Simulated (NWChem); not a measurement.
# NiO in NWChem: convergence with cutoff

Input of the first run (cutoff 15 Ha); the others differ in this setting and in those tied to it:

Contents of nio.nw:

```
start nio
title "NiO converge"
memory heap 1500 mb stack 500 mb global 100 mb
geometry units angstrom nocenter noautosym noautoz print
  system crystal
    lattice_vectors
         0.0000000000    2.0859016414    2.0859016414
         2.0859016414    0.0000000000    2.0859016414
         2.0859016414    2.0859016414    0.0000000000
  end
  Ni -0.0003700000 -0.0167360000  0.0195200000
  O  -0.4969480000  0.4931530000  0.4960460000
end
nwpw
  simulation_cell
    ngrid 16 16 16
  end
  xc pbe96
  cutoff 15.0
  ewald_ncut 8
  ewald_rcut 3.0
  odft
  mult 3
  brillouin_zone
    kvector 0.0000000000 0.0000000000 0.0000000000 0.1250000000
    kvector 0.0000000000 0.0000000000 0.5000000000 0.1250000000
    kvector 0.0000000000 0.5000000000 0.0000000000 0.1250000000
    kvector 0.0000000000 0.5000000000 0.5000000000 0.1250000000
    kvector 0.5000000000 0.0000000000 0.0000000000 0.1250000000
    kvector 0.5000000000 0.0000000000 0.5000000000 0.1250000000
    kvector 0.5000000000 0.5000000000 0.0000000000 0.1250000000
    kvector 0.5000000000 0.5000000000 0.5000000000 0.1250000000
  end
  smear 0.0018375 fermi orbitals 8
  scf pulay alpha 0.3 iterations 5 outer_iterations 1
  loop 10 10
  tolerances 1e-08 1e-08
  band_dplot
    density total rho.cube
    density diff spin.cube
  end
end
set includestress .true.
task band gradient
task band band_dplot
```

Potentials or basis: NWChem's default library (pspw_default).

Launch:

```bash
$ nwchem nio.nw > nio.out
```

The cell isn't the ideal one: atoms moved at random.

Hardware: 1 thread of Arm Neoverse V2, on a shared host.

The values tried are 15 Ha, 22 Ha, 30 Ha, 38 Ha, 45 Ha, 55 Ha, 68 Ha, 80 Ha, loosest first. From which on does the largest force stay within 0.005 eV/Å of the tightest run that finished?

From 55 Ha on.

```tsv
cutoff	energy less the tightest run, at zero smearing (meV/atom)	pressure (GPa)	largest force (eV/Å)	absolute moment (μB)	SCF cycles	CPU time (s)	peak memory (GiB)
15 Ha	30783.62	-1602.60	0.753	2.00	31	27	0.08
22 Ha	2726.95	-264.04	0.080	2.04	45	61	0.1
30 Ha	280.57	-16.13	0.088	2.04	22	55	0.14
38 Ha	196.74	-6.01	0.129	2.04	21	58	0.15
45 Ha	135.08	-9.01	0.145	2.04	24	110	0.23
55 Ha	54.28	-9.75	0.137	2.04	23	120	0.24
68 Ha	-0.52	-6.78	0.138	2.04	22	140	0.28
80 Ha	0.00	-4.65	0.136	2.04	23	210	0.37
```

Against the tightest run, the energy stays within 1 meV/atom from 68 Ha on; the absolute moment stays within 0.02 μB from 22 Ha on. Not settled before the last step: the pressure (to 0.1 GPa). The tightest run that finished is the yardstick and may itself not be fully converged.

Caveat, for the tightest run too: the k mesh is coarse (spacing up to 1.30 Å⁻¹), so the values aren't converged; potentials of this library can shift pressures by several GPa and gaps by up to half an eV, enough to turn an indirect gap into a direct one; the moment was typed in and not searched for the lowest energy, so the state may lie high; the total moment is fixed, so each spin has its own Fermi level; a cell with one magnetic atom can't hold antiferromagnetic order, which such compounds often take.
